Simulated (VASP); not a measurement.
# GaP (F-43m) in VASP: a series of runs

The runs below take GaP through band structure, with r2SCAN, PBE, TB-mBJ.

Everything below comes from runs of VASP 6.6.1. Logs are shortened: lines on timing, memory, paths and dates and some standing lists are left out, and cuts for length are marked.

**Experimental background.**

From “Stacking defects in GaP nanowires: Electronic structure and optical properties”, 2018, arxiv:1810.01194, for a bulk crystal of GaP at 10 K: band gap 2.34 eV (indirect).

The runs below are set against these values where they give the same quantity.

## 1. The structure

Symmetry: F-43m, No. 216, cubic system. The conventional cell has a = 5.437 Å, b = 5.437 Å, c = 5.437 Å, α = 90.00°, β = 90.00°, γ = 90.00°. Around Ga (site symmetry -43m) lie 4 P at 2.35 Å. Around P (site symmetry -43m) lie 4 Ga at 2.35 Å.

## 2. Band structure, r2SCAN

Input file INCAR:

```
SYSTEM = GaP
PREC = Accurate ; ENCUT = 520
EDIFF = 1E-6 ; ISMEAR = 0
SIGMA = 0.03 ; LREAL = .False.
LASPH = .True. ; NELM = 80
ALGO = Normal ; ISIF = 2
LWAVE = .False. ; LCHARG = .False.
METAGGA = R2SCAN ; LMIXTAU = .True.
```

Input file KPOINTS:

```
regular mesh
0
Gamma
  8 8 8
  0 0 0
```

Input file POSCAR:

```
GaP                                     
1.0
    0.0000000000      2.7184163015      2.7184163015
    2.7184163015      0.0000000000      2.7184163015
    2.7184163015      2.7184163015      0.0000000000
  Ga              P             
     1     1
Direct
     0.0000000000000000    0.0000000000000000    0.0000000000000000
     0.2500000000000000    0.2500000000000000    0.2500000000000000
```

Input file KPOINTS_OPT:

```
explicit points
202
Reciprocal
 0.0000000000  0.0000000000  0.0000000000 1
 0.0555555556  0.0000000000  0.0555555556 1
 0.1111111111  0.0000000000  0.1111111111 1
 0.1666666667  0.0000000000  0.1666666667 1
 0.2222222222  0.0000000000  0.2222222222 1
 0.2777777778  0.0000000000  0.2777777778 1
[... 194 lines left out ...]
 0.5107344400  0.0214688900  0.5107344400 1
 0.4892655600 -0.0214688900  0.4892655600 1
```

Potentials or basis: VASP PAW PBE potentials, release 64 (Ga_d, P).

Launch:

```
> cat potpaw_PBE.64/Ga_d/POTCAR potpaw_PBE.64/P/POTCAR > POTCAR
> mpirun -np 1 vasp_std > vasp.out
```

OUTCAR:

```text
SYSTEM = GaP
   PREC = Accurate
   ENCUT = 520
   EDIFF = 1E-6
   ISMEAR = 0
   LREAL = .False.
   LASPH = .True.
   NELM = 80
   ISIF = 2
   METAGGA = R2SCAN

 ion  position               nearest neighbor table
   1  0.000  0.000  0.000-   2 2.35   2 2.35   2 2.35   2 2.35
   2  0.250  0.250  0.250-   1 2.35   1 2.35   1 2.35   1 2.35

  LATTYP: Found a face centered cubic cell.
 ALAT       =     5.4368326030

  Lattice vectors:

 A1 = (   0.0000000000,   2.7184163015,   2.7184163015)
 A2 = (   2.7184163015,   0.0000000000,   2.7184163015)
 A3 = (   2.7184163015,   2.7184163015,   0.0000000000)

Analysis of symmetry for initial positions (statically):
=====================================================================
 Subroutine PRICEL returns:
 Original cell was already a primitive cell.

 Routine SETGRP: Setting up the symmetry group for a
 face centered cubic supercell.

 Subroutine GETGRP returns: Found 24 space group operations
 (whereof 24 operations were pure point group operations)
 out of a pool of 48 trial point group operations.

The static configuration has the point symmetry T_d .

Analysis of symmetry for dynamics (positions and initial velocities):
=====================================================================
 Subroutine PRICEL returns:
 Original cell was already a primitive cell.

 Routine SETGRP: Setting up the symmetry group for a
 face centered cubic supercell.

 Subroutine GETGRP returns: Found 24 space group operations
 (whereof 24 operations were pure point group operations)
 out of a pool of 48 trial point group operations.

The dynamic configuration has the point symmetry T_d .

 Subroutine INISYM returns: Found 24 space group operations
 (whereof 24 operations are pure point group operations),
 and found     1 'primitive' translations

----------------------------------------------------------------------------------------

                                     Primitive cell

  volume of cell :      40.1770

  direct lattice vectors                    reciprocal lattice vectors
     0.000000000  2.718416302  2.718416302    -0.183930622  0.183930622  0.183930622
     2.718416302  0.000000000  2.718416302     0.183930622 -0.183930622  0.183930622
     2.718416302  2.718416302  0.000000000     0.183930622  0.183930622 -0.183930622

  length of vectors
     3.844421202  3.844421202  3.844421202     0.318577182  0.318577182  0.318577182

  position of ions in fractional coordinates (direct lattice)
     0.000000000  0.000000000  0.000000000
     0.250000000  0.250000000  0.250000000

  ion indices of the primitive-cell ions
   primitive index   ion index
                 1           1
                 2           2

----------------------------------------------------------------------------------------

 KPOINTS: regular mesh

Automatic generation of k-mesh.
 Grid dimensions read from file:
 generate k-points for:    8    8    8

 Generating k-lattice:

  Cartesian coordinates                     Fractional coordinates (reciprocal lattice)
    -0.022991328  0.022991328  0.022991328     0.125000000  0.000000000  0.000000000
     0.022991328 -0.022991328  0.022991328     0.000000000  0.125000000  0.000000000
     0.022991328  0.022991328 -0.022991328     0.000000000  0.000000000  0.125000000

  Length of vectors
     0.039822148  0.039822148  0.039822148

  Shift w.r.t. Gamma in fractional coordinates (k-lattice)
     0.000000000  0.000000000  0.000000000

 Subroutine IBZKPT returns following result:
 ===========================================

 Found     29 irreducible k-points:

 Following reciprocal coordinates:
            Coordinates               Weight
  0.000000  0.000000  0.000000      1.000000
  0.125000  0.000000  0.000000      8.000000
  0.250000  0.000000  0.000000      8.000000
  0.375000  0.000000  0.000000      8.000000
  0.500000  0.000000  0.000000      4.000000
  0.125000  0.125000  0.000000      6.000000
[... 16 lines left out ...]
  0.500000  0.250000  0.125000     48.000000
 -0.375000  0.250000  0.125000     24.000000
 [... further k-points ...]
   k-points           NKPTS =     29   k-points in BZ     NKDIM =     29   number of bands    NBANDS=     13
   number of dos      NEDOS =    301   number of ions     NIONS =      2
   total plane-waves  NPLWV =  27000
   dimension x,y,z NGX =    30 NGY =   30 NGZ =   30
   dimension x,y,z NGXF=    60 NGYF=   60 NGZF=   60
   ions per type =               1   1
   NGX,Y,Z   is equivalent  to a cutoff of  12.97, 12.97, 12.97 a.u.
   NGXF,Y,Z  is equivalent  to a cutoff of  25.95, 25.95, 25.95 a.u.
 SYSTEM =  GaP
   PREC   = accura    normal or accurate (medium, high low for compatibility)
   ISTART =      0    job   : 0-new  1-cont  2-samecut
   ICHARG =      2    charge: 1-file 2-atom 10-const
   ISPIN  =      1    spin polarized calculation?
   LNONCOLLINEAR =      F non collinear calculations
   LSORBIT =      F    spin-orbit coupling
[... 26 lines left out ...]
  Thomas-Fermi vector in A             =   2.386568
   LORBIT       =      0    0 simple, 1 ext, 2 COOP (PROOUT), +10 PAW based schemes
   METAGGA = R2SCAN    functional components
   LHFCALC =     F    Hartree Fock is set to
   AEXX    =    0.0000 exact exchange contribution
   IVDW    =     0    specifies the selected vdW correction
   LEPSILON=     F    determine dielectric tensor
   LRPA    =     F    only Hartree local field effects (RPA)
 non-spin polarized calculation
 Gauss-broadening in eV      SIGMA  =   0.03
  energy-cutoff  :      520.00
  volume of cell :       40.18
 maximum number of plane-waves:      1106
 NGX is ok and might be reduce to    30
   NGX = 15   NGY = 15   NGZ = 15

 number of electron      17.9999987 magnetization

 Free energy of the ion-electron system (eV)
  ---------------------------------------------------
  ext. energy  EPLUGINS =         0.00000000
  ---------------------------------------------------
  free energy    TOTEN  =       -21.46249597 eV

  energy without entropy =      -21.46249597  energy(sigma->0) =      -21.46249597

 E-fermi :   4.7283     XC(G=0): -10.5856

 val. band max:        4.5399436021   @ k =   0.0000   0.0000   0.0000
 cond. band min:       6.4306562567   @ k =   0.3750   0.3750   0.0000
 fundamental gap:      1.8907126546
 Fermi energy:         4.7283013257

 k-point     1 :       0.0000    0.0000    0.0000
  band No.  band energies     occupation
      1     -10.4619      2.00000
      2     -10.4619      2.00000
      3     -10.4619      2.00000
      4     -10.3458      2.00000
      5     -10.3458      2.00000
      6      -8.5403      2.00000
      7       4.5399      2.00000
      8       4.5399      2.00000
      9       4.5399      2.00000
     10       6.9507      0.00000
     11       8.7286      0.00000
     12       8.7287      0.00000
     13       8.7287      0.00000

 k-point     2 :       0.1250    0.0000    0.0000
  band No.  band energies     occupation
      1     -10.4788      2.00000
      2     -10.4567      2.00000
      3     -10.4567      2.00000
      4     -10.3458      2.00000
      5     -10.3458      2.00000
      6      -8.3245      2.00000
      7       2.9123      2.00000
      8       4.2987      2.00000
      9       4.2988      2.00000
     10       7.4677      0.00000
     11       9.0986      0.00000
     12       9.0987      0.00000
     13       9.4244      0.00000

 k-point     3 :       0.2500    0.0000    0.0000
  band No.  band energies     occupation
      1     -10.5146      2.00000
      2     -10.4455      2.00000
      3     -10.4455      2.00000
      4     -10.3444      2.00000
      5     -10.3444      2.00000
      6      -7.7159      2.00000
      7       0.5561      2.00000
      8       3.8422      2.00000
      9       3.8423      2.00000
     10       7.1100      0.00000
     11       9.6322      0.00000
     12       9.6322      0.00000
     13      11.4676      0.00000
[... 305 lines left out ...]
 k-point    23 :       0.5000    0.2500    0.1250
  band No.  band energies     occupation
      1     -10.5588      2.00000
      2     -10.4273      2.00000
      3     -10.4178      2.00000
      4     -10.3553      2.00000
      5     -10.3360      2.00000
      6      -6.4049      2.00000
      7      -1.3553      2.00000
      8       1.3810      2.00000
      9       2.7347      2.00000
     10       8.3880      0.00000
     11       9.3682      0.00000
     12      10.6738      0.00000
     13      12.1648      0.00000

 k-point    24 :      -0.3750    0.2500    0.1250
  band No.  band energies     occupation
      1     -10.5653      2.00000
      2     -10.4264      2.00000
      3     -10.4141      2.00000
      4     -10.3515      2.00000
      5     -10.3379      2.00000
      6      -5.9255      2.00000
      7      -2.1130      2.00000
      8       1.2233      2.00000
      9       2.5090      2.00000
     10       8.3868      0.00000
     11       9.1842      0.00000
     12      11.4848      0.00000
     13      13.0010      0.00000

 [... further k-points ...]

------------------------ aborting loop because EDIFF is reached ----------------------------------------

  FORCE on cell =-STRESS in cart. coord.  units (eV):
  Direction    XX          YY          ZZ          XY          YZ          ZX
  --------------------------------------------------------------------------------------
  -------------------------------------------------------------------------------------
  Total        0.1703252      0.1703252      0.1703252      0.0000000      0.0000000     -0.0000000
  in kB        6.7922176      6.7922176      6.7922176      0.0000000      0.0000000     -0.0000000
  external PRESSURE =       6.7922176 kB  Pullay stress =       0.0000000 kB

 VOLUME and BASIS-vectors are now :
 -----------------------------------------------------------------------------
  energy-cutoff  :      520.00
  volume of cell :       40.18
      direct lattice vectors                 reciprocal lattice vectors
     0.000000000  2.718416302  2.718416302    -0.183930622  0.183930622  0.183930622
     2.718416302  0.000000000  2.718416302     0.183930622 -0.183930622  0.183930622
     2.718416302  2.718416302  0.000000000     0.183930622  0.183930622 -0.183930622

 POSITION                                       TOTAL-FORCE (eV/Angst)
 -----------------------------------------------------------------------------------
      0.00000      0.00000      0.00000         0.000000      0.000000      0.000000
      1.35921      1.35921      1.35921        -0.000000     -0.000000     -0.000000
 -----------------------------------------------------------------------------------
    total drift:                                0.000011      0.000011      0.000011

  FREE ENERGIE OF THE ION-ELECTRON SYSTEM (eV)
  ---------------------------------------------------
  free  energy   TOTEN  =       -21.4624959678 eV

  energy  without entropy=      -21.4624959678  energy(sigma->0) =      -21.46249597
```

Run time: 4 min. Hardware: 1 thread of Intel Xeon Platinum 8488C (Sapphire Rapids), shared host; peak memory 0.17 GiB.

What came out:

| Property | Result |
| --- | --- |
| Free energy | -21.4625 eV |
| Pressure | 0.7 GPa |
| Band gap on the k mesh | 1.89 eV, indirect (least direct gap 2.41 eV) |
| Band gap along the path | 1.84 eV, indirect (least direct gap 2.41 eV) |

Levels at the corners of the path, in eV from the valence-band top:
| point | band 7 | band 8 | band 9 | band 10 | band 11 | band 12 |
| --- | --- | --- | --- | --- | --- | --- |
| Γ | 0.00 | 0.00 | 0.00 | 2.41 | 4.19 | 4.19 |
| X | -6.99 | -2.83 | -2.83 | 1.90 | 2.10 | 11.41 |
| X | -6.99 | -2.83 | -2.83 | 1.90 | 2.10 | 11.41 |
| W | -6.77 | -3.74 | -3.57 | 5.04 | 5.34 | 6.57 |
| W | -6.77 | -3.74 | -3.57 | 5.04 | 5.34 | 6.57 |
| K | -6.77 | -4.11 | -2.37 | 2.47 | 5.21 | 8.82 |
| K | -6.77 | -4.11 | -2.37 | 2.47 | 5.21 | 8.82 |
| Γ | 0.00 | 0.00 | 0.00 | 2.41 | 4.19 | 4.19 |
| Γ | 0.00 | 0.00 | 0.00 | 2.41 | 4.19 | 4.19 |
| L | -6.89 | -1.18 | -1.18 | 2.06 | 5.05 | 5.05 |
| L | -6.89 | -1.18 | -1.18 | 2.06 | 5.05 | 5.05 |
| U | -6.77 | -4.11 | -2.37 | 2.47 | 5.21 | 8.82 |
| U | -6.77 | -4.11 | -2.37 | 2.47 | 5.21 | 8.82 |
| W | -6.77 | -3.74 | -3.57 | 5.04 | 5.34 | 6.57 |
| W | -6.77 | -3.74 | -3.57 | 5.04 | 5.34 | 6.57 |
| L | -6.89 | -1.18 | -1.18 | 2.06 | 5.05 | 5.05 |
| L | -6.89 | -1.18 | -1.18 | 2.06 | 5.05 | 5.05 |
| K | -6.77 | -4.11 | -2.37 | 2.47 | 5.21 | 8.82 |
| U | -6.77 | -4.11 | -2.37 | 2.47 | 5.21 | 8.82 |
| X | -6.99 | -2.83 | -2.83 | 1.90 | 2.10 | 11.41 |

Caveat: the PAW data sets were made with another functional, which shifts forces and pressure a little.

## 3. Band structure, PBE, spin-orbit coupling, no magnetisation

INCAR, as its differences from that of step 2:

```diff
@@ -7,2 +7,4 @@
 LWAVE = .False. ; LCHARG = .False.
-METAGGA = R2SCAN ; LMIXTAU = .True.
+MAGMOM = 0 0 0 0 0 0 ; LORBIT = 11
+LSORBIT = .True. ; GGA_COMPAT = .False.
+GGA = PE
```

Input file KPOINTS:

```
regular mesh
0
Gamma
  6 6 6
  0 0 0
```

POSCAR is that of step 2.

KPOINTS_OPT is that of step 2.

Potentials or basis: VASP PAW PBE potentials, release 64 (Ga_d, P).

Launch:

```
> cat potpaw_PBE.64/Ga_d/POTCAR potpaw_PBE.64/P/POTCAR > POTCAR
> mpirun -np 1 vasp_ncl > vasp.out
```

It took 5.9 min on 1 thread of Intel Xeon Platinum 8488C (Sapphire Rapids), shared host; peak memory 0.28 GiB.

The run converged. Its results:

```yaml
Free_energy: -9.1032 eV
Pressure: 3.0 GPa
Valence_electrons_inside_the_program's_atomic_spheres: Ga 11.73; P 2.55
```

## 4. Band structure, TB-mBJ

POSCAR is that of step 3.

Input file INCAR.step1:

```
SYSTEM = GaP
PREC = Accurate ; ENCUT = 520
EDIFF = 1E-5 ; ISMEAR = 0
SIGMA = 0.03 ; LREAL = .False.
LASPH = .True. ; NELM = 80
ALGO = Normal ; ISIF = 2
LWAVE = .True. ; LCHARG = .False.
GGA = PE
```

Input file INCAR.step2:

```
SYSTEM = GaP
PREC = Accurate ; ENCUT = 520
EDIFF = 1E-6 ; ISMEAR = 0
SIGMA = 0.03 ; LREAL = .False.
LASPH = .True. ; NELM = 80
ALGO = Normal ; ISIF = 2
LWAVE = .False. ; LCHARG = .False.
METAGGA = MBJ ; ISTART = 1
```

Input file KPOINTS:

```
regular mesh
0
Gamma
  8 8 8
  0 0 0
```

KPOINTS_OPT is that of step 3.

Launch:

```
> cat potpaw_PBE.64/Ga_d/POTCAR potpaw_PBE.64/P/POTCAR > POTCAR
> cp INCAR.step1 INCAR
> mpirun -np 1 vasp_std > vasp.out
> cp INCAR.step2 INCAR
> mpirun -np 1 vasp_std > vasp.out
```

Wall time 1.8 min (1 thread of Intel Xeon Platinum 8488C (Sapphire Rapids), shared host); peak memory 0.18 GiB.

The run converged. Its results:

- Band gap on the k mesh: 2.41 eV, indirect (least direct gap 3.01 eV)
- Band gap along the path: 2.37 eV, indirect (least direct gap 3.01 eV)

Levels at the corners of the path, in eV from the valence-band top:
```tsv
point	band 5	band 6	band 7	band 8	band 9	band 10	band 11	band 12	band 13
Γ	-14.49	-12.31	0.00	0.00	0.00	3.01	4.61	4.61	4.61
X	-14.47	-9.41	-6.38	-2.55	-2.55	2.41	2.64	11.75	11.82
X	-14.47	-9.41	-6.38	-2.55	-2.55	2.41	2.64	11.75	11.76
W	-14.48	-9.33	-6.17	-3.36	-3.19	5.29	5.70	6.83	6.91
W	-14.48	-9.33	-6.17	-3.36	-3.19	5.29	5.70	6.83	6.91
K	-14.47	-9.45	-6.18	-3.70	-2.14	2.97	5.52	9.02	9.03
K	-14.47	-9.45	-6.18	-3.70	-2.14	2.97	5.52	9.02	9.03
Γ	-14.49	-12.31	0.00	0.00	0.00	3.01	4.61	4.61	4.61
Γ	-14.49	-12.31	0.00	0.00	0.00	3.01	4.61	4.61	4.61
L	-14.48	-10.28	-6.29	-1.06	-1.06	2.61	5.40	5.40	9.24
L	-14.48	-10.28	-6.29	-1.06	-1.06	2.61	5.40	5.40	9.24
U	-14.47	-9.45	-6.18	-3.70	-2.14	2.97	5.52	9.02	9.03
U	-14.47	-9.45	-6.18	-3.70	-2.14	2.97	5.52	9.02	9.03
W	-14.48	-9.33	-6.17	-3.36	-3.19	5.29	5.70	6.83	6.91
W	-14.48	-9.33	-6.17	-3.36	-3.19	5.29	5.70	6.83	6.91
L	-14.48	-10.28	-6.29	-1.06	-1.06	2.61	5.40	5.40	9.24
L	-14.48	-10.28	-6.29	-1.06	-1.06	2.61	5.40	5.40	9.24
K	-14.47	-9.45	-6.18	-3.70	-2.14	2.97	5.52	9.02	9.03
U	-14.47	-9.45	-6.18	-3.70	-2.14	2.97	5.52	9.02	9.03
X	-14.47	-9.41	-6.38	-2.55	-2.55	2.41	2.64	11.75	11.82
```

Caveat: the PAW data sets were made with another functional, which shifts forces and pressure a little.

## 5. Band structure, TB-mBJ, spin-orbit coupling, no magnetisation

POSCAR is that of step 4.

INCAR.step1, as its differences from that of step 4:

```diff
@@ -7,2 +7,4 @@
 LWAVE = .True. ; LCHARG = .False.
+MAGMOM = 0 0 0 0 0 0 ; LORBIT = 11
+LSORBIT = .True. ; GGA_COMPAT = .False.
 GGA = PE
```

INCAR.step2, as its differences from that of step 4:

```diff
@@ -7,2 +7,4 @@
 LWAVE = .False. ; LCHARG = .False.
+MAGMOM = 0 0 0 0 0 0 ; LORBIT = 11
+LSORBIT = .True. ; GGA_COMPAT = .False.
 METAGGA = MBJ ; ISTART = 1
```

Input file KPOINTS:

```
regular mesh
0
Gamma
  6 6 6
  0 0 0
```

KPOINTS_OPT is that of step 4.

Launch:

```
> cat potpaw_PBE.64/Ga_d/POTCAR potpaw_PBE.64/P/POTCAR > POTCAR
> cp INCAR.step1 INCAR
> mpirun -np 1 vasp_ncl > vasp.out
> cp INCAR.step2 INCAR
> mpirun -np 1 vasp_ncl > vasp.out
```

Wall time 9.8 min (1 thread of Intel Xeon Platinum 8488C (Sapphire Rapids), shared host); peak memory 0.33 GiB.

It converged, with:

```yaml
Valence_electrons_inside_the_program's_atomic_spheres: Ga 11.48; P 2.58
```

Caveat: the PAW data sets were made with another functional, which shifts forces and pressure a little.

## 6. The runs side by side

| level | spin | k mesh | gap on the mesh (eV) | pressure (GPa) |
| --- | --- | --- | --- | --- |
| r2SCAN | off | 8 × 8 × 8 | 1.89 | 0.7 |
| PBE | SOC, no magnetisation | 6 × 6 × 6 | - | 3.0 |
| TB-mBJ | off | 8 × 8 × 8 | 2.41 | - |
| TB-mBJ | SOC, no magnetisation | 6 × 6 × 6 | - | - |

Alike in all rows: task band structure; potentials or basis VASP PAW PBE potentials, release 64 (Ga_d, P); cell as given; cutoff (eV) 520; smearing gaussian 0.03 eV.

Caveats: the PAW data sets were made with another functional, which shifts forces and pressure a little (some runs).

Total energies depend on the potentials used, so only differences within one code and one set of settings carry meaning.

## 7. Comparison with measurements

Step 2. Against the measured gap of GaP, 2.34 eV (indirect; 10 K; quoted in “Stacking defects in GaP nanowires: Electronic structure and optical properties”, 2018, arxiv:1810.01194), the calculated 1.84 eV is off by -0.50 eV. Spin-orbit coupling on Ga is left out. The value is that of r2SCAN, without temperature or zero-point motion.

Step 4. Against the measured gap of GaP, 2.34 eV (indirect; 10 K; quoted in “Stacking defects in GaP nanowires: Electronic structure and optical properties”, 2018, arxiv:1810.01194), the calculated 2.37 eV is off by +0.03 eV. Spin-orbit coupling on Ga is left out. The value is that of TB-mBJ, without temperature or zero-point motion.
